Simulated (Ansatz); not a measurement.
# As: the crystal squeezed far

The task here is to estimate one member of a computed series from the others.

Computed with Ansatz 0.2.0 (DFT PBE, with the methods named in each step, unless a step's input says otherwise).

## The structure to begin with

The structure is hexagonal, space group P6_3/mmc (No. 194). Conventional cell: a = 3.003 Å, b = 3.003 Å, c = 4.865 Å, α = 90.00°, β = 90.00°, γ = 120.00°. Around As (site symmetry -6m2) lie 12 As at 2.99 to 3.00 Å.

Structure file:

```
CELL_PARAMETERS angstrom
3.00317 0.00000 0.00000
-1.50158 2.60082 0.00000
0.00000 0.00000 4.86513
ATOMIC_POSITIONS crystal
As 0.33333 0.66667 0.25000
As 0.66667 0.33333 0.75000
```

Whether this phase is the stable one at these pressures isn't tested.

Atoms are numbered in the order of the input: As1, As2.

The first run:

The input, input.yaml:

```yaml
crystal:
  lattice:
    - [3.00316585, 0.0, 0.0]
    - [-1.501582925, 2.6008179178, 0.0]
    - [0.0, 0.0, 4.8651286769]
  atoms:
    - { symbol: As, position: [0.3333333333, 0.6666666667, 0.25] }
    - { symbol: As, position: [0.6666666667, 0.3333333333, 0.75] }
kpoints:
  mp_grid: { grid: [16, 16, 9] }
scf:
  occupations: { method: fermi_dirac, width: 0.1 }
hamiltonian:
  xc: pbe
  pseudopotentials: { kind: paw }
output:
  forces: true
  stress: true
relax:
  f_tol: 0.005
  max_steps: 40
  cell: {}
```

Started as:

```sh
ansatz run input.yaml --threads 1 --pin off --max-ram 2048MiB --backend cpu --events-out ev --progress --plain --runs-dir out
```

Steps of the session up to this table: Cell relaxed at zero pressure, PAW; Volume scaled by 1, PAW; Shape and atoms relaxed at 0.88 of the volume, PAW; Volume scaled by 0.88, PAW; Shape and atoms relaxed at 0.78 of the volume, PAW; More of the same log: shape and atoms relaxed at 0.78 of the volume; Volume scaled by 0.78, PAW; Shape and atoms relaxed at 0.68 of the volume, PAW; Volume scaled by 0.68, PAW; Volume scaled by 0.68, PAW (source ansatz); Shape and atoms relaxed at 0.58 of the volume, PAW; More of the same log: shape and atoms relaxed at 0.58 of the volume; Volume scaled by 0.58, PAW; Shape and atoms relaxed at 0.5 of the volume, PAW; More of the same log: shape and atoms relaxed at 0.5 of the volume; Volume scaled by 0.5, PAW; Volume scaled by 0.5, PAW (level accurate); Shape and atoms relaxed at 0.43 of the volume, PAW; Volume scaled by 0.43, PAW; Volume scaled by 0.43, PAW (cutoff 600 eV).

One of the session's tables, all rows but one given; the rest of the session is left out.

| method | volume over the first | volume (Å³/atom) | pressure (GPa) |
| --- | --- | --- | --- |
| PAW | 1 | 19.398 | 0.00 |
| PAW | 0.88 | 17.070 | 13.28 |
| PAW | 0.78 | 15.130 | 32.34 |
| PAW | 0.68 | 13.190 | 67.69 |
| PAW | 0.58 | 11.251 | 135.23 |
| PAW | 0.5 | 9.699 | 238.33 |
| PAW | 0.43 | 8.341 | 404.93 |
| PAW (cutoff 600 eV) | 0.43 | ? | ? |
| PAW (level accurate) | 0.5 | 9.699 | 238.37 |
| PAW (source ansatz) | 0.68 | 13.190 | 67.73 |

**Question.** Estimate the row for PAW (cutoff 600 eV), 0.43.

As computed: volume (Å³/atom): 8.341; pressure (GPa): 404.85.
